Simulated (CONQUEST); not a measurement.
# Al3Cu2 (P-3m1) in CONQUEST: reference runs

Aim: a first look at Al3Cu2 with PBEsol, on the cell as given and on a disturbed one.

Program: CONQUEST 1.3. These are calculated values, not measurements. Logs are shortened: lines on timing, memory, paths and dates and some standing lists are left out, and cuts for length are marked.

**1. Starting point**

It takes space group P-3m1 (No. 164, trigonal). Conventional cell: a = 4.092 Å, b = 4.092 Å, c = 4.993 Å, α = 90.00°, β = 90.00°, γ = 120.00°. Around Cu (site symmetry 3m) lie 8 Al at 2.44 to 2.55 Å. Al (site symmetry 3m) has 5 Cu at 2.44 to 2.55 Å and 3 Al at 2.80 Å as nearest neighbours. Al (site symmetry -3m) is surrounded by 6 Cu at 2.49 Å.

The cell comes from a database or a generator and needn't be the stable form of this composition.

**2. Single point, PBEsol**

Conquest_input

```
IO.Title Al3Cu2
IO.Coordinates coords.dat
IO.FractionalAtomicCoords T
IO.Iprint 2
IO.Iprint_init 1
General.NumberOfSpecies 2
General.PseudopotentialType hamann
AtomMove.TypeOfRun static
AtomMove.FullStress T
Grid.GridCutoff 150
DM.SolutionMethod diagon
Diag.MPMesh T
Diag.GammaCentred T
Diag.MPMeshX 7
Diag.MPMeshY 6
Diag.MPMeshZ 4
Diag.kT 0.00183747
minE.SCTolerance 1e-6
SC.MaxIters 100
IO.AtomChargeOutput T
IO.DumpChargeDensity T
IO.DumpESPot T
%block ChemicalSpeciesLabel
1 63.550 Cu
2 26.980 Al
%endblock
```

coords.dat

```
    7.7326679091     0.0000000000     0.0000000000
    0.0000000000     9.4349843439     0.0000000000
    0.0000000000     0.0000000000    13.3933736959
10
  0.0000000000   0.1604878700   0.3333333330 1 T T T
  0.5000000000   0.1604878700   0.8333333330 1 T T T
  0.0000000000   0.8395121300   0.6666666670 1 T T T
  0.5000000000   0.8395121300   0.1666666670 1 T T T
  0.0000000000   0.6500746500   0.3333333330 2 T T T
  0.5000000000   0.6500746500   0.8333333330 2 T T T
  0.0000000000   0.3499253500   0.6666666670 2 T T T
  0.5000000000   0.3499253500   0.1666666670 2 T T T
  0.0000000000   0.0000000000   0.0000000000 2 T T T
  0.5000000000   0.0000000000   0.5000000000 2 T T T
```

Potentials or basis: PseudoDojo NC PBEsol, DZP, grid cutoff 150 Ha.

The run is started by

```
OMP_NUM_THREADS=1 Conquest
```

The log of the run:

```text
Simulation cell dimensions:     7.7327 a0 x     9.4350 a0 x    13.3934 a0

      Atomic coordinates (a0)
         Atom         X         Y         Z  Species
            1    0.0000    1.5142    4.4645        1
            2    3.8663    1.5142   11.1611        1
            3    0.0000    7.9208    8.9289        1
            4    3.8663    7.9208    2.2322        1
            5    0.0000    6.1334    4.4645        2
            6    3.8663    6.1334   11.1611        2
            7    0.0000    3.3015    8.9289        2
            8    3.8663    3.3015    2.2322        2
            9    0.0000    0.0000    0.0000        2
           10    3.8663    0.0000    6.6967        2

         Monkhorst-Pack mesh:   7 x   6 x   4 gamma-centred
        This calculation includes non-local pseudopotentials,
         with a maximum core radius of      8.23709393

    Job title: Al3Cu2
    Job to be run: static calculation

[... 5 lines left out ...]
      Using Fermi-Dirac smearing

    Integration grid size:     48 x   60 x   80

    Integration grid spacing:  0.161 a0 x 0.157 a0 x 0.167 a0

    Number of species:  2
    --------------------------------------------------------
    |   #  mass (au)  Charge (e)  SF Rad (a0)  NSF  Label  |
    --------------------------------------------------------
    |   1     63.550      19.000        7.366   19  Cu     |
    |   2     26.980       3.000        8.538   13  Al     |
    --------------------------------------------------------
          SCF tolerance:                 0.00000100
          SCF iterations:               100

    LibXC version:  6. 2. 2
    Using the GGA functional Perdew, Burke & Ernzerhof SOL
    Using the GGA functional Perdew, Burke & Ernzerhof SOL

           radial cut-off to be used is taken to be max PAO cut-off radius for this species:    7.031809

           greatest ang. mom. for making density from PAOs:  2

           radial cut-off to be used is taken to be max PAO cut-off radius for this species:    8.237094

           greatest ang. mom. for making density from PAOs:  2
    Minimum blocs/proc is     3600. Maximum blocs/proc is     3600
    set_atom_dens: In set_atomic_density, electrons :      94.000000000000
 matrix_size & matrix_size_padH =          154         154

    Screened ion int: energy:    -659.823896405001 Ha

    new_SC_potl: Starting.  Tolerance:  0.10000E-05

    PulayMixSC: Starting Pulay mixing, A_up =  0.500 A_dn =  0.500
    PulayMixSC: Spin non-polarised calculation.
          Harris-Foulkes Energy            :      -772.127466832635378 Ha
          GroundState Energy (E-(1/2)TS)   :      -772.127893913018738 Ha
          Free Energy (E-TS)               :      -772.128320993402099 Ha
          DFT Total Energy                 :      -769.779468467831521 Ha
          Total number of electrons        :        93.999999999998892
    PulayMixSC: Pulay iteration     1 residual:              0.81740E-02
          Harris-Foulkes Energy            :      -772.494911716156707 Ha
          GroundState Energy (E-(1/2)TS)   :      -772.495523706662880 Ha
          Free Energy (E-TS)               :      -772.496135697169052 Ha
          DFT Total Energy                 :      -770.441356970026845 Ha
          Total number of electrons        :        94.000092105211749
    PulayMixSC: Pulay iteration     2 residual:              0.66719E-02
          Harris-Foulkes Energy            :      -771.766758760168955 Ha
          GroundState Energy (E-(1/2)TS)   :      -771.767114114830406 Ha
          Free Energy (E-TS)               :      -771.767469469491971 Ha
          DFT Total Energy                 :      -771.636079743473374 Ha
          Total number of electrons        :        94.000128909565959
    PulayMixSC: Pulay iteration     3 residual:              0.17981E-02
          Harris-Foulkes Energy            :      -771.729375237619251 Ha
          GroundState Energy (E-(1/2)TS)   :      -771.729677844706089 Ha
          Free Energy (E-TS)               :      -771.729980451793040 Ha
          DFT Total Energy                 :      -771.726122116392617 Ha
          Total number of electrons        :        94.000168759534915
    PulayMixSC: Pulay iteration     4 residual:              0.28659E-03
          Harris-Foulkes Energy            :      -771.729930506918322 Ha
          GroundState Energy (E-(1/2)TS)   :      -771.730237817845932 Ha
          Free Energy (E-TS)               :      -771.730545128773542 Ha
          DFT Total Energy                 :      -771.721922334028704 Ha
          Total number of electrons        :        94.000196510273923
    PulayMixSC: Pulay iteration     5 residual:              0.45125E-03
          Harris-Foulkes Energy            :      -771.728271231311282 Ha
          GroundState Energy (E-(1/2)TS)   :      -771.728591324424087 Ha
          Free Energy (E-TS)               :      -771.728911417536779 Ha
          DFT Total Energy                 :      -771.727202864076844 Ha
          Total number of electrons        :        94.000210642225625
    PulayMixSC: Pulay iteration     6 residual:              0.17584E-03
          Harris-Foulkes Energy            :      -771.728035174194702 Ha
          GroundState Energy (E-(1/2)TS)   :      -771.728352416429288 Ha
          Free Energy (E-TS)               :      -771.728669658663762 Ha
          DFT Total Energy                 :      -771.727913737594918 Ha
          Total number of electrons        :        94.000210960865218
    PulayMixSC: Pulay iteration     7 residual:              0.59736E-04
          Harris-Foulkes Energy            :      -771.728007582477062 Ha
          GroundState Energy (E-(1/2)TS)   :      -771.728323386205034 Ha
          Free Energy (E-TS)               :      -771.728639189933119 Ha
          DFT Total Energy                 :      -771.728007478707354 Ha
          Total number of electrons        :        94.000210212514276
    PulayMixSC: Pulay iteration     8 residual:              0.15961E-05
          Harris-Foulkes Energy            :      -771.728007706392304 Ha
          GroundState Energy (E-(1/2)TS)   :      -771.728323522304891 Ha
          Free Energy (E-TS)               :      -771.728639338217590 Ha
          DFT Total Energy                 :      -771.728007703921776 Ha
          Total number of electrons        :        94.000210599296850
    PulayMixSC: Pulay iteration     9 residual:              0.24821E-06
    PulayMixSC: Reached SCF tolerance of  0.24821E-06 after      9 iterations
      | Number of electrons      =        94.000211
      |* band energy as 2Tr[K.H] =      -125.919311191435611 Ha
      |  screened ion-ion energy =      -659.823896405000937 Ha
      |  Ha correction           =        10.494947139853601 Ha
      |  XC correction           =         3.520276965712807 Ha
      | GS Energy as E-(1/2)TS   =      -771.728323522304891 Ha
      | Free Energy as E-TS      =      -771.728639338217590 Ha
      |* Harris-Foulkes energy   =      -771.728007706392304 Ha
      |* DFT total energy        =      -771.728007703921776 Ha
      |  estimated accuracy      =        -0.000000002470529 Ha

    force: Forces on atoms (Ha/a0)
    force:  Atom   X              Y              Z
    force:     1  -0.0000000000   0.0012973036  -0.0000929394
    force:     2  -0.0000000000   0.0012973036  -0.0000929394
    force:     3  -0.0000000000  -0.0012973036   0.0000929394
    force:     4  -0.0000000000  -0.0012973036   0.0000929394
    force:     5   0.0000000000  -0.0027811712   0.0000932720
    force:     6   0.0000000000  -0.0027811712   0.0000932720
    force:     7   0.0000000000   0.0027811712  -0.0000932719
    force:     8  -0.0000000000   0.0027811712  -0.0000932719
    force:     9  -0.0000000000   0.0000000000   0.0000000000
    force:    10   0.0000000000  -0.0000000000  -0.0000000000

    force: Maximum force :        0.00278117(Ha/a0) on atom         8 in y direction
    force: Force Residual:        0.00194270 Ha/a0
    force: Total stress:         -2.34927633     0.00000000    -0.00000000 GPa
                            -0.00000000    -2.25645290    -0.48866092
                            -0.00000000    -0.48866086    -2.26886483
    force: Average pressure:      2.29153135 GPa

    force: Finished force
    get_E_and_F: Change in energy during last step of electronic optimisation: -0.12392E-06

    BIBLIOGRAPHY: Please consider citing the following references in the conquest.bib file

    CONQUEST:         Bowler2002pt, Miyazaki2004, Nakata2020
    Basis:            Bowler2019
    DM:               Bowler:2006xr
    Pseudopotentials: Hamann2013, Bowler2019
    XC references from LibXC:
```

Wall time 8.2 min (1 thread of AMD EPYC 7R43 (Zen 3), shared host); peak memory 2.9 GiB.

What came out:

```
Free energy            : -20999.8061 eV
Pressure               : 2.3 GPa
Largest force          : 0.143 eV/Å
Band gap on the k mesh : none (metal or under the smearing width)
Mulliken charges       : Cu -0.87; Al +0.59, +0.56 e
```

Forces on the atoms (eV/Å):
```
Cu   0.000  0.067 -0.005
Cu   0.000  0.067 -0.005
Cu   0.000 -0.067  0.005
Cu   0.000 -0.067  0.005
Al   0.000 -0.143  0.005
Al   0.000 -0.143  0.005
Al   0.000  0.143 -0.005
Al   0.000  0.143 -0.005
Al   0.000  0.000  0.000
Al   0.000  0.000  0.000
```

Levels at points of the mesh, in eV from the Fermi level:
| k point | band 43 | band 44 | band 45 | band 46 | band 47 | band 48 | band 49 | band 50 | band 51 | band 52 |
| --- | --- | --- | --- | --- | --- | --- | --- | --- | --- | --- |
| (0.00, 0.00, 0.00) | -2.95 | -2.54 | -0.76 | -0.13 | -0.13 | -0.01 | 0.40 | 1.43 | 1.43 | 2.58 |
| (0.00, 0.50, 0.00) | -1.73 | -0.12 | 0.83 | 1.00 | 1.26 | 1.26 | 1.37 | 1.37 | 1.84 | 2.54 |

Caveat: Mulliken charges move with the basis; the box holds several primitive cells, so bands are folded and the points are those of the box's own zone; the basis of atomic orbitals isn't converged, which shifts pressures, moduli and gaps.

(Part 1 of 2 ends here.)
